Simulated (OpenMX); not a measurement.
The system is PbSe (Clausthalite).

```xyz
2
Lattice="0.0000 3.0606 3.0606 3.0606 0.0000 3.0606 3.0606 3.0606 0.0000" Properties=species:S:1:pos:R:3 pbc="T T T"
Pb    0.0000    0.0000    0.0000
Se    3.0606    3.0606    3.0606
```

Base run:

```yaml
Program: OpenMX 3.8.5
Functional: PBE
Potentials_or_basis: OpenMX 2013 PBE set, Pb8.0-s3p2d2f1, Se7.0-s3p2d2, grid cutoff 500 Ry
k_mesh: 9 × 9 × 9
Occupations: fermi-dirac, width 0.05 eV
Spin: no spin polarisation
```

Its results: pressure 2.9 GPa.

The run is repeated on the same cell with these changes: functional from PBE to LDA; potentials or basis from OpenMX 2013 PBE set, Pb8.0-s3p2d2f1, Se7.0-s3p2d2, grid cutoff 500 Ry to OpenMX 2013 LDA set, Pb8.0-s3p2d2f1, Se7.0-s3p2d2, grid cutoff 500 Ry. What comes out?

Pressure -1.7 GPa.

Caveats: the basis of atomic orbitals isn't converged, which shifts pressures, moduli and gaps.
